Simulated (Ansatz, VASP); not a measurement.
# BN in two plane-wave programs

One calculation is typed for both programs; each brings its own data sets and cutoff. How far apart do they land?

Calculated with Ansatz 0.2.0; plane waves, with VASP 6.6.1 beside it; dielectric response at LDA.

## 1. The structure

Symmetry: F-43m, No. 216, cubic system. Conventional cell: a = 3.616 Å, b = 3.616 Å, c = 3.616 Å, α = 90.00°, β = 90.00°, γ = 90.00°. Nearest to B lie 4 N at 1.57 Å. Nearest to N lie 4 B at 1.57 Å. Farther neighbours and most contacts between anions are not listed.

## 2. Ansatz: dielectric response, LDA

Ansatz runs on its default PAW (the set named soft_2) files.

The response to a field tests empty states and converges slowly with the mesh.

input.yaml reads:

```yaml
crystal:
  lattice:
    - [0.0, 1.808, 1.808]
    - [1.808, 0.0, 1.808]
    - [1.808, 1.808, 0.0]
  atoms:
    - { symbol: B, position: [0.0, 0.0, 0.0] }
    - { symbol: "N", position: [0.25, 0.25, 0.25] }
hamiltonian:
  xc: lda
  pseudopotentials: { kind: paw }
kpoints:
  mp_grid: { grid: [11, 11, 11] }
scf:
  occupations: { method: fixed }
dielectric:
  method: response
```

The run is started by

```console
ansatz run input.yaml --threads 2 --pin off --max-ram 4608MiB --backend cpu --events-out ev --progress --plain --runs-dir out
```

Numbers of over 12 decimals in the logs are rounded to 6 here.

The log of the run:

```text
Engine: ansatz 0.2.0, aarch64-unknown-linux-gnu
Pseudopotentials: kind: paw
Pseudopotential: B, paw, valence charge 3, recommended cutoff 420 eV (normal), B.paw.azcp
Pseudopotential: N, paw, valence charge 5, recommended cutoff 420 eV (normal), N.paw.azcp
Functional definition: SPW92
  exchange = slater_x
  correlation = pw_c
Crystal: 2 atoms, lattice volume = 11.820 Å³
Basis set: ecut = 420 eV, 259 PW (Γ), exchange–correlation on 36×36×36 points (8 copies of the dense FFT grid, shifted against one another)
Bands: 8, of which v1, the nominal top of the filled ones, is band 4 counted from 1 (3 counted from 0)
Symmetry: 24 space group operations
k-points: 216 of 1331 (irreducible under 4 space group operations, time reversal used)
Non-local potential: B, projectors of the file, l = 0: 2, l = 1: 2, l = 2: 1
Non-local potential: N, projectors of the file, l = 0: 2, l = 1: 2, l = 2: 1
PAW form: soft (Blöchl's): semilocal exchange-correlation on the pseudo side does not see the compensation charge
PAW frozen core: B, regenerated for the run's functional, and the local potential with it (the file was generated under x = pbe(κ = 0.804, μ = 0.219515), c = pbe(β = 0.066725))
PAW frozen core: N, regenerated for the run's functional, and the local potential with it (the file was generated under x = pbe(κ = 0.804, μ = 0.219515), c = pbe(β = 0.066725))
PAW one-centre angular grid: B, 110 points (default); XC on 64 Gauss nodes
PAW one-centre angular grid: N, 110 points (default); XC on 64 Gauss nodes
Initial density: superposition of atomic densities (neutral atoms: chi_scale 0, normalization atom), corrected by the library's trained network
Initial wavefunctions: pseudopotential atomic-orbital guess
Functional: x = slater, c = lda
SCF iter   1: F=—  HF=-526.457627 eV  |F-HF|=—  |Δ(HF+E_count)|=         —  Δρ=7.33e-3  dr2=4.62e-3  ethr=1.77e-3  ⟨swp⟩=3.8  Hψ=9811  notcnv=0  defer=345
preconditioner: auto → none  [insulator: Δε(μ)=4.408 eV  Ē_g=19.804 eV  n_scr=0 (ndim 8)  ℏωp=30.5 eV  f_vac=0.000  ε∞_Penn≈3.4]
SCF iter   2: F=—  HF=-526.456337 eV  |F-HF|=—  |Δ(HF+E_count)|=   1.29e-3  Δρ=3.20e-3  dr2=4.41e-4  ethr=5.77e-5  ⟨swp⟩=2.1  Hψ=3967  notcnv=0  defer=417
SCF iter   3: F=—  HF=-526.456200 eV  |F-HF|=—  |Δ(HF+E_count)|=   1.37e-4  Δρ=1.34e-3  dr2=7.39e-5  ethr=5.51e-6  ⟨swp⟩=2.9  Hψ=2959  notcnv=0  defer=417
SCF iter   4: F=—  HF=-526.456179 eV  |F-HF|=—  |Δ(HF+E_count)|=   2.07e-5  Δρ=3.90e-4  dr2=6.21e-6  ethr=9.24e-7  ⟨swp⟩=1.0  Hψ=1728  notcnv=0
SCF iter   5: F=—  HF=-526.456177 eV  |F-HF|=—  |Δ(HF+E_count)|=   2.02e-6  Δρ=5.35e-5  dr2=1.23e-7  ethr=7.76e-8  ⟨swp⟩=1.0  Hψ=1736  notcnv=0
SCF iter   6: F=—  HF=-526.456177 eV  |F-HF|=—  |Δ(HF+E_count)|=   1.35e-8  Δρ=3.23e-6  dr2=4.86e-10  ethr=1.54e-9  ⟨swp⟩=2.0  Hψ=2524  notcnv=0
SCF iter   7: F=-526.456177 eV  HF=-526.456177 eV  |F-HF|=3.52e-12  |Δ(HF+E_count)|=  5.68e-12  Δρ=4.52e-7  dr2=6.52e-12  ethr=1.25e-12  ⟨swp⟩=2.3  Hψ=4139  notcnv=0
SCF 1 converged in 7 iterations: F = -526.456177 eV  dr2 = 6.52e-12
  greatest PAW one-centre occupation: 0.779 electrons in one spin orbital (limit 2), on the N atom at site 1 (counted from 0), in its partial waves of l = 0
NSCF: frozen V_eff on 6 k-points
DFPT response loops at Γ: preconditioner auto → none (the input reference at scf.mixing.eps_inf says where Resta's filter doesn't serve); β = 0.50; Broyden in place of MSR1
SCF converged after 7 iterations
Free energy (F): -526.456177 eV
Harris-Foulkes:  -526.456177 eV  (|F-HF|=3.52e-12)
Internal energy: -526.456177 eV  (E = F + TS)
E sigma→0 (E₀):  -526.456177 eV
Fermi energy:    10.909179 eV
--- Per-component energies (eV) ---
  E_band       = 24.730992
  E_kinetic    = 185.093441
  E_local      = -176.627108  (includes V_loc(G=0)·N_el)
  E_nonlocal   = 58.489705
  E_hartree    = 48.622066
  E_xc         = -92.541518
  E_vxc        = -115.523192  (∫ρ·V_xc dr)
  E_paw        = -191.333201  (= ΣΔE_a)
  E_vpaw       = -23.946078  (= ΣTr[D̂ρ^β])
  E_aug_tail   = 0.000099  (compensation charges beyond the density's cutoff)
  E_ewald      = -358.285539
  E_core_change = 0.125878  (= ΣΔE_core)
  E_smearing   = -0.000000  (= −TS)
  E_closure    = 0.000000  (closes the sum)
  Σ components = -526.456177   (vs F -526.456177, Δ=0.00e0)
--- Band table (eV; the first three rows and the last of 216) ---
  k-point 0: bands = ["-9.1554", "10.9092", "10.9092", "10.9092", "19.6023", "19.6023", "19.6023", "21.3073"]
  k-point 1: bands = ["-8.9536", "9.8513", "10.6960", "10.6960", "19.8601", "19.9237", "19.9237", "21.9409"]
  k-point 2: bands = ["-8.3570", "7.4847", "10.1944", "10.1944", "20.2486", "20.6335", "20.6335", "23.3547"]
  k-point 215: bands = ["-4.9089", "2.8955", "4.7792", "8.4199", "20.0135", "23.5453", "24.2981", "25.7583"]
--- Dielectric response (ions clamped): 1 representative field direction + reference, on 216 of 1331 k-points (Σ response iterations 6) ---
  k mesh reduced under 4 symmetry operations, with k and −k counted as one. Each operation leaves every solved perturbation unchanged. A smaller set is not considered because the run solves the response to a homogeneous field
  ε∞ (high-frequency dielectric tensor):
        4.592948     0.000000     0.000000
       -0.000000     4.592948     0.000000
        0.000000     0.000000     4.592948
  Born effective charges Z* (e; rows j = field, columns β = displacement):
    site 0:
         1.89216   -0.00000    0.00000
         0.00000    1.89216    0.00000
        -0.00000    0.00000    1.89216
    site 1:
        -1.89216    0.00000   -0.00000
        -0.00000   -1.89216   -0.00000
         0.00000   -0.00000   -1.89216
  Z* charge neutrality: 1.345e-6 e pre-enforcement
  k-mesh period / interband length: 28.1 Å / 1.29 Å = 21.82 at k = (0.0000, 0.0000, 0.0000), direct gap 8.693 eV — 14 or more, which is no proof of convergence
```

Wall time 5.3 s (2 threads of Arm Neoverse N1, shared host); peak memory 0.29 GiB.

(Part 1 of 2 ends here.)

[Lines on the potential files, build, host, timing and source positions are cut from VASP's logs without a mark.]

[Logs are printed without paths, hosts, clocks, repeated set-up lines and the standing remarks that a program may print on its own settings, such as how far it seeks lower states.]

[Hosts, paths, dates, database ids (printed as entryN), source tags and the programs' standing remarks are cut or masked in the printed files.]
